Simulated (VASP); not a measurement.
# BN (P6_3/mmc) in VASP: further runs, part 2 of 2

VASP 6.6.1. The steps go on from the part before.

## (3) Relaxation of shape and atoms at fixed volume, PBEsol (a relaxed cell with its volume scaled by 0.94)

Input file INCAR:

```
SYSTEM = BN
PREC = Accurate
ENCUT = 600
EDIFF = 1E-7
ISMEAR = 0
SIGMA = 0.03
LREAL = .FALSE.
LASPH = .TRUE.
NELM = 80
ALGO = Normal
ISIF = 4
LWAVE = .FALSE.
LCHARG = .FALSE.
GGA = PS
IBRION = 2
NSW = 40
EDIFFG = -0.01
```

Input file KPOINTS:

```
Automatic mesh
0
G
  12 12 4
  0 0 0
```

Input file POSCAR:

```
BN                                      
1.0
    2.4538105924      0.0000000000      0.0000000000
   -1.2269052962      2.1250623091      0.0000000000
    0.0000000000      0.0000000000      6.7308004015
  B               N             
     2     2
Direct
     0.3333333332999970    0.6666666667000030    0.2500000000000000
     0.6666666667000030    0.3333333332999970    0.7500000000000000
     0.3333333332999970    0.6666666667000030    0.7500000000000000
     0.6666666667000030    0.3333333332999970    0.2500000000000000
```

Potentials or basis: VASP PAW PBE potentials, release 64 (B, N).

Launch:

```
$ cat potpaw_PBE.64/B/POTCAR potpaw_PBE.64/N/POTCAR > POTCAR
$ mpirun -np 1 vasp_std > vasp.out
```

OUTCAR:

```text
SYSTEM = BN
   PREC = Accurate
   ENCUT = 600
   EDIFF = 1E-7
   ISMEAR = 0
   LREAL = .FALSE.
   LASPH = .TRUE.
   NELM = 80
   ISIF = 4
   GGA = PS
   IBRION = 2
   NSW = 40
   EDIFFG = -0.01

 ion  position               nearest neighbor table
   1  0.333  0.667  0.250-   4 1.42   4 1.42   4 1.42
   2  0.667  0.333  0.750-   3 1.42   3 1.42   3 1.42
   3  0.333  0.667  0.750-   2 1.42   2 1.42   2 1.42
   4  0.667  0.333  0.250-   1 1.42   1 1.42   1 1.42

  LATTYP: Found a hexagonal cell.
 ALAT       =     2.4538105924
 C/A-ratio  =     2.7429991632

  Lattice vectors:

 A1 = (   2.4538105924,   0.0000000000,   0.0000000000)
 A2 = (  -1.2269052962,   2.1250623091,   0.0000000000)
 A3 = (   0.0000000000,   0.0000000000,   6.7308004015)

Analysis of symmetry for initial positions (statically):
=====================================================================
 Subroutine PRICEL returns:
 Original cell was already a primitive cell.

 Routine SETGRP: Setting up the symmetry group for a
 hexagonal supercell.

 Subroutine GETGRP returns: Found 24 space group operations
 (whereof 12 operations were pure point group operations)
 out of a pool of 24 trial point group operations.

The static configuration has the point symmetry D_3d.
 The point group associated with its full space group is D_6h.

Analysis of symmetry for dynamics (positions and initial velocities):
=====================================================================
 Subroutine PRICEL returns:
 Original cell was already a primitive cell.

 Routine SETGRP: Setting up the symmetry group for a
 hexagonal supercell.

 Subroutine GETGRP returns: Found 24 space group operations
 (whereof 12 operations were pure point group operations)
 out of a pool of 24 trial point group operations.

The dynamic configuration has the point symmetry D_3d.
 The point group associated with its full space group is D_6h.

 Subroutine INISYM returns: Found 24 space group operations
 (whereof 12 operations are pure point group operations),
 and found     1 'primitive' translations

----------------------------------------------------------------------------------------

                                     Primitive cell

  volume of cell :      35.0978

  direct lattice vectors                    reciprocal lattice vectors
     2.453810592  0.000000000  0.000000000     0.407529417  0.235287219  0.000000000
    -1.226905296  2.125062309  0.000000000     0.000000000  0.470574437  0.000000000
     0.000000000  0.000000000  6.730800401     0.000000000  0.000000000  0.148570741

  length of vectors
     2.453810592  2.453810592  6.730800401     0.470574437  0.470574437  0.148570741

  position of ions in fractional coordinates (direct lattice)
     0.333333333  0.666666667  0.250000000
     0.666666667  0.333333333  0.750000000
     0.333333333  0.666666667  0.750000000
     0.666666667  0.333333333  0.250000000

  ion indices of the primitive-cell ions
   primitive index   ion index
                 1           1
                 2           2
                 3           3
                 4           4

----------------------------------------------------------------------------------------
[... 59 lines left out ...]
   NGXF,Y,Z  is equivalent  to a cutoff of  27.10, 27.10, 26.68 a.u.
 SYSTEM =  BN
   PREC   = accura    normal or accurate (medium, high low for compatibility)
   ISTART =      0    job   : 0-new  1-cont  2-samecut
   ICHARG =      2    charge: 1-file 2-atom 10-const
   ISPIN  =      1    spin polarized calculation?
   LNONCOLLINEAR =      F non collinear calculations
   LSORBIT =      F    spin-orbit coupling
   LASPH  =      T    aspherical Exc in radial PAW
   ENCUT  =  600.0 eV  44.10 Ry    6.64 a.u.   4.90  4.90 13.44*2*pi/ulx,y,z
   NELM   =     80;   NELMIN=  2; NELMDL= -5     # of ELM steps
   EDIFF  = 0.1E-06   stopping-criterion for ELM
   LREAL  =      F    real-space projection
   EDIFFG = -.1E-01   stopping-criterion for IOM
   NSW    =     40    number of steps for IOM
   IBRION =      2    ionic relax: 0-MD 1-quasi-New 2-CG
   NFREE  =      1    steps in history (QN), initial steepest desc. (CG)
   ISIF   =      4    stress and relaxation
   ISYM   =      2    0-nonsym 1-usesym 2-fastsym
   POTIM  = 0.5000    time-step for ionic-motion
   TEBEG  =    0.0;   TEEND  =   0.0 temperature during run
   PSTRESS=    0.0 pullay stress
   NELECT =      16.0000    total number of electrons
   NUPDOWN=      -1.0000    fix difference up-down
   EMIN   =  10.00;   EMAX   =-10.00  energy-range for DOS
   EFERMI =   0.00;   METHOD = LEGACY
   ISMEAR =     0;   SIGMA  =   0.03  broadening in eV -4-tet -1-fermi 0-gaus
   EFERMI_NEDOS =   21; number of points for ismear=-14 and -15
   IALGO  =     38    algorithm
   IMIX   =      4    mixing-type and parameters
     AMIX     =   0.40;   BMIX     =  1.00
     AMIX_MAG =   1.60;   BMIX_MAG =  1.00
  volume/ion in A,a.u.               =       8.77        59.21
  Fermi-wavevector in a.u.,A,eV,Ry     =   1.259955  2.380970 21.599065  1.587486
  Thomas-Fermi vector in A             =   2.393489
   LORBIT       =      0    0 simple, 1 ext, 2 COOP (PROOUT), +10 PAW based schemes
   GGA     = PS    functional components
   LHFCALC =     F    Hartree Fock is set to
   AEXX    =    0.0000 exact exchange contribution
   IVDW    =     0    specifies the selected vdW correction
   LEPSILON=     F    determine dielectric tensor
   LRPA    =     F    only Hartree local field effects (RPA)
 conjugate gradient relaxation of ions
 non-spin polarized calculation
 Gauss-broadening in eV      SIGMA  =   0.03
  energy-cutoff  :      600.00
  volume of cell :       35.10
 maximum number of plane-waves:      1206
 NGX is ok and might be reduce to    20
   NGX =  9   NGY =  9   NGZ = 27

--------------------------------------- Ionic step        1  -------------------------------------------

 number of electron      16.0000000 magnetization

 Free energy of the ion-electron system (eV)
  ---------------------------------------------------
  ext. energy  EPLUGINS =         0.00000000
  ---------------------------------------------------
  free energy    TOTEN  =       -36.46304689 eV

  energy without entropy =      -36.46304689  energy(sigma->0) =      -36.46304689

------------------------ aborting loop because EDIFF is reached ----------------------------------------

  FORCE on cell =-STRESS in cart. coord.  units (eV):
  Direction    XX          YY          ZZ          XY          YZ          ZX
  --------------------------------------------------------------------------------------
  -------------------------------------------------------------------------------------
  Total        5.3008189      5.3008189      0.0981242      0.0000000      0.0000000      0.0000000
  in kB      241.9770263    241.9770263      4.4792702      0.0000000      0.0000000      0.0000000
  external PRESSURE =     162.8111076 kB  Pullay stress =       0.0000000 kB
[... 63 lines left out ...]
--------------------------------------- Ionic step        3  -------------------------------------------

 number of electron      15.9999998 magnetization

 Free energy of the ion-electron system (eV)
  ---------------------------------------------------
  ext. energy  EPLUGINS =         0.00000000
  ---------------------------------------------------
  free energy    TOTEN  =       -36.56385569 eV

  energy without entropy =      -36.56385569  energy(sigma->0) =      -36.56385569

 E-fermi :   2.5905     XC(G=0): -10.4795

 val. band max:        2.4313270256   @ k =   0.3333   0.2500   0.0000
 cond. band min:       6.5396332666   @ k =   0.5000   0.0000   0.0000
 fundamental gap:      4.1083062410
 Fermi energy:         2.5904893618

 k-point     1 :       0.0000    0.0000    0.0000
  band No.  band energies     occupation
      1     -15.3956      2.00000
      2     -15.0272      2.00000
      3      -4.0176      2.00000
      4      -1.5545      2.00000
      5       1.1014      2.00000
      6       1.1014      2.00000
      7       1.1501      2.00000
      8       1.1501      2.00000
      9       7.6284      0.00000
     10      12.8993      0.00000
     11      13.9135      0.00000
     12      13.9135      0.00000
[... 331 lines left out ...]
 k-point    24 :       0.3333    0.0000    0.2500
  band No.  band energies     occupation
      1     -13.3477      2.00000
      2     -13.1596      2.00000
      3      -4.4885      2.00000
      4      -4.4120      2.00000
      5      -1.1664      2.00000
      6      -1.1101      2.00000
      7      -0.9150      2.00000
      8       0.4990      2.00000
      9       9.1466      0.00000
     10       9.8546      0.00000
     11      11.3778      0.00000
     12      12.5822      0.00000

 [... further k-points ...]
[... 5 lines left out ...]
  --------------------------------------------------------------------------------------
  -------------------------------------------------------------------------------------
  Total        0.2886589      0.2886589      0.2933584     -0.0000000      0.0000000      0.0000000
  in kB       13.1769849     13.1769849     13.3915156     -0.0000000      0.0000000      0.0000000
  external PRESSURE =      13.2484951 kB  Pullay stress =       0.0000000 kB
[... 19 lines left out ...]
  FREE ENERGIE OF THE ION-ELECTRON SYSTEM (eV)
  ---------------------------------------------------
  free  energy   TOTEN  =       -36.5638556914 eV

  energy  without entropy=      -36.5638556914  energy(sigma->0) =      -36.56385569

 reached required accuracy - stopping structural energy minimisation
```

Wall time 60 s (1 thread of Intel Xeon Platinum 8488C (Sapphire Rapids), shared host); peak memory 0.16 GiB.

What came out:

| Property | Result |
| --- | --- |
| Free energy | -36.5639 eV |
| Energy gained by relaxing | 25.2 meV/atom |
| Ionic steps | 3 |
| Pressure after relaxing | 1.3 GPa |
| Band gap on the k mesh | 4.11 eV, indirect (least direct gap 4.51 eV) |

Step by step:
| step | energy change (eV) | largest force (eV/Å) | pressure (GPa) |
| --- | --- | --- | --- |
| 1 | 0.0000 | 0.0000 | 16.28 |
| 2 | -0.1002 | 0.0000 | 0.25 |
| 3 | -0.1008 | 0.0000 | 1.32 |

Final structure:
```cif
data_structure
_symmetry_space_group_name_H-M 'P 1'
_symmetry_Int_Tables_number 1
_cell_length_a 2.5025
_cell_length_b 2.5025
_cell_length_c 6.4714
_cell_angle_alpha 90.000
_cell_angle_beta 90.000
_cell_angle_gamma 120.000
_cell_volume 35.10
loop_
_atom_site_label
_atom_site_type_symbol
_atom_site_fract_x
_atom_site_fract_y
_atom_site_fract_z
_atom_site_occupancy
B1 B 0.33333 0.66667 0.25000 1
B2 B 0.66667 0.33333 0.75000 1
N1 N 0.33333 0.66667 0.75000 1
N2 N 0.66667 0.33333 0.25000 1
```

Levels at points of the mesh, in eV from the valence-band top:
```tsv
k point	band 6	band 7	band 8	band 9	band 10	band 11
(0.00, 0.00, 0.00)	-1.33	-1.28	-1.28	5.20	10.47	11.48
(0.50, 0.00, 0.00)	-4.08	-1.58	-0.40	4.11	5.69	9.46
(0.00, 0.00, 0.50)	-1.31	-1.31	-1.31	7.75	7.75	11.56
(0.50, 0.00, 0.50)	-4.13	-0.96	-0.96	4.61	4.61	9.87
```

Caveat: the PAW data sets were made with another functional, which shifts forces and pressure a little; this functional lacks dispersion, which binds the layers, so the pressure and a relaxed spacing across them are unreliable. A k mesh can miss the band edges.

## (4) Relaxation of shape and atoms at fixed volume, PBEsol (a relaxed cell with its volume scaled by 0.96)

INCAR is that of step 3.

KPOINTS is that of step 3.

POSCAR: that of step 3 with these lines changed.

```diff
@@ -2,5 +2,5 @@
 1.0
-    2.4538105924      0.0000000000      0.0000000000
-   -1.2269052962      2.1250623091      0.0000000000
-    0.0000000000      0.0000000000      6.7308004015
+    2.4710915180      0.0000000000      0.0000000000
+   -1.2355457591      2.1400280297      0.0000000000
+    0.0000000000      0.0000000000      6.7782019661
   B               N
```

Launch:

```
$ cat potpaw_PBE.64/B/POTCAR potpaw_PBE.64/N/POTCAR > POTCAR
$ mpirun -np 1 vasp_std > vasp.out
```

Run time: 65 s. Hardware: 1 thread of Intel Xeon Platinum 8488C (Sapphire Rapids), shared host; peak memory 0.16 GiB.

The run converged. Its results:

| Item | Value |
| --- | --- |
| Free energy | -36.5704 eV |
| Energy gained by relaxing | 10.9 meV/atom |
| Ionic steps | 3 |
| Pressure after relaxing | 0.8 GPa |
| Band gap on the k mesh | 4.16 eV, indirect (least direct gap 4.58 eV) |

The path:
```csv
step,energy change (eV),largest force (eV/Å),pressure (GPa)
1,0.0000,0.0000,10.37
2,-0.0437,0.0000,0.30
3,-0.0438,0.0000,0.76
```

Final structure:
```yaml
crystal:
  lattice:
    - [2.50359, 0.00000, 0.00000]
    - [-1.25180, 2.16817, 0.00000]
    - [0.00000, 0.00000, 6.60336]
  atoms:
    - { symbol: B, position: [0.33333, 0.66667, 0.25000] }
    - { symbol: B, position: [0.66667, 0.33333, 0.75000] }
    - { symbol: N, position: [0.33333, 0.66667, 0.75000] }
    - { symbol: N, position: [0.66667, 0.33333, 0.25000] }
```

Levels at points of the mesh, in eV from the valence-band top:
```
           k point  band 6  band 7  band 8  band 9  band 10  band 11
(0.00, 0.00, 0.00)   -1.31   -1.27   -1.27    5.09    10.25    11.51
(0.50, 0.00, 0.00)   -4.07   -1.49   -0.42    4.16     5.62     9.46
(0.00, 0.00, 0.50)   -1.29   -1.29   -1.29    7.52     7.52    11.57
(0.50, 0.00, 0.50)   -4.10   -0.93   -0.93    4.64     4.64     9.86
```

Caveat: the PAW data sets were made with another functional, which shifts forces and pressure a little; this functional lacks dispersion, which binds the layers, so the pressure and a relaxed spacing across them are unreliable.

## (5) Relaxation of shape and atoms at fixed volume, PBEsol (a relaxed cell with its volume scaled by 0.98)

INCAR is that of step 4.

KPOINTS is that of step 4.

POSCAR: that of step 4 with these lines changed.

```diff
@@ -2,5 +2,5 @@
 1.0
-    2.4710915180      0.0000000000      0.0000000000
-   -1.2355457591      2.1400280297      0.0000000000
-    0.0000000000      0.0000000000      6.7782019661
+    2.4881340670      0.0000000000      0.0000000000
+   -1.2440670336      2.1547873101      0.0000000000
+    0.0000000000      0.0000000000      6.8249496638
   B               N
```

Launch:

```
$ cat potpaw_PBE.64/B/POTCAR potpaw_PBE.64/N/POTCAR > POTCAR
$ mpirun -np 1 vasp_std > vasp.out
```

It took 44 s on 1 thread of Intel Xeon Platinum 8488C (Sapphire Rapids), shared host; peak memory 0.16 GiB.

The run converged. Its results:

- Free energy: -36.5746 eV
- Energy gained by relaxing: 2.7 meV/atom
- Ionic steps: 2
- Pressure after relaxing: 0.2 GPa
- Band gap on the k mesh: 4.19 eV, indirect (least direct gap 4.58 eV)

Stress tensor (GPa, compression positive):
```
0.17 0.00 0.00
0.00 0.17 0.00
0.00 0.00 0.32
```

Step by step:
```csv
step,energy change (eV),largest force (eV/Å),pressure (GPa)
1,0.0000,0.0000,4.98
2,-0.0107,0.0000,0.22
```

Final structure:
```cif
data_structure
_symmetry_space_group_name_H-M 'P 1'
_symmetry_Int_Tables_number 1
_cell_length_a 2.5048
_cell_length_b 2.5048
_cell_length_c 6.7344
_cell_angle_alpha 90.000
_cell_angle_beta 90.000
_cell_angle_gamma 120.000
_cell_volume 36.59
loop_
_atom_site_label
_atom_site_type_symbol
_atom_site_fract_x
_atom_site_fract_y
_atom_site_fract_z
_atom_site_occupancy
B1 B 0.33333 0.66667 0.25000 1
B2 B 0.66667 0.33333 0.75000 1
N1 N 0.33333 0.66667 0.75000 1
N2 N 0.66667 0.33333 0.25000 1
```

Levels at points of the mesh, in eV from the valence-band top:
```
           k point  band 5  band 6  band 7  band 8  band 9  band 10  band 11  band 12
(0.00, 0.00, 0.00)   -1.31   -1.31   -1.27   -1.27    4.97    10.01    11.50    11.50
(0.50, 0.00, 0.00)   -4.13   -4.07   -1.42   -0.46    4.19     5.53     9.43     9.89
(0.00, 0.00, 0.50)   -1.29   -1.29   -1.29   -1.29    7.30     7.30    11.56    11.56
(0.50, 0.00, 0.50)   -4.10   -4.10   -0.93   -0.93    4.65     4.65     9.84     9.84
```

Caveat: the PAW data sets were made with another functional, which shifts forces and pressure a little; this functional lacks dispersion, which binds the layers, so the pressure and a relaxed spacing across them are unreliable. A k mesh can miss the band edges.

## (6) The runs side by side

| task | cell | gap on the mesh (eV) | pressure (GPa) |
| --- | --- | --- | --- |
| relaxation of cell and atoms | relaxed | 4.22 | 0.1 |
| relaxation of shape and atoms at fixed volume | atoms relaxed at fixed volume from: a relaxed cell with its volume scaled by 0.94 | 4.11 | 1.3 |
| relaxation of shape and atoms at fixed volume | atoms relaxed at fixed volume from: a relaxed cell with its volume scaled by 0.96 | 4.16 | 0.8 |
| relaxation of shape and atoms at fixed volume | atoms relaxed at fixed volume from: a relaxed cell with its volume scaled by 0.98 | 4.19 | 0.2 |

Alike in all rows: level PBEsol; potentials or basis VASP PAW PBE potentials, release 64 (B, N); no spin polarisation; k mesh 12 × 12 × 4; cutoff (eV) 600; smearing gaussian 0.03 eV.

Caveats: the PAW data sets were made with another functional, which shifts forces and pressure a little; this functional lacks dispersion, which binds the layers, so the pressure and a relaxed spacing across them are unreliable; the relaxation stopped at its first step, so nothing moved (some runs).

Absolute energies hang on the potentials; compare differences alone.
